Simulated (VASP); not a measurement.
Here is a VASP 6.6.1 calculation.

Contents of INCAR:

```
PREC = Accurate
ENCUT = 520
EDIFF = 1E-7
ISMEAR = 0
SIGMA = 0.013000000000000001
LREAL = F
LASPH = T
NELM = 100
ALGO = Normal
ISIF = 2
LWAVE = F
LCHARG = T
GGA = PE
LELF = T
LVHAR = T
```

The input KPOINTS:

```
regular mesh
0
Gamma
  7 7 7
```

The input POSCAR:

```
Sn
1.0
    0.0000000000      3.2333428000      3.2333428000
    3.2333428000      0.0000000000      3.2333428000
    3.2333428000      3.2333428000      0.0000000000
Sn
2
Direct
    0.7500000000      0.7500000000      0.7500000000
    0.5000000000      0.5000000000      0.5000000000
```

Potentials or basis: VASP PAW PBE potentials, release 64 (Sn_d).

Launch:

```console
$ cat potpaw_PBE.64/Sn_d/POTCAR > POTCAR
$ mpirun -np 1 vasp_std > vasp.out
```

Predict the pressure.

3.8 GPa.

Estimate the band gap on the k mesh.

none (metal or under the smearing width).
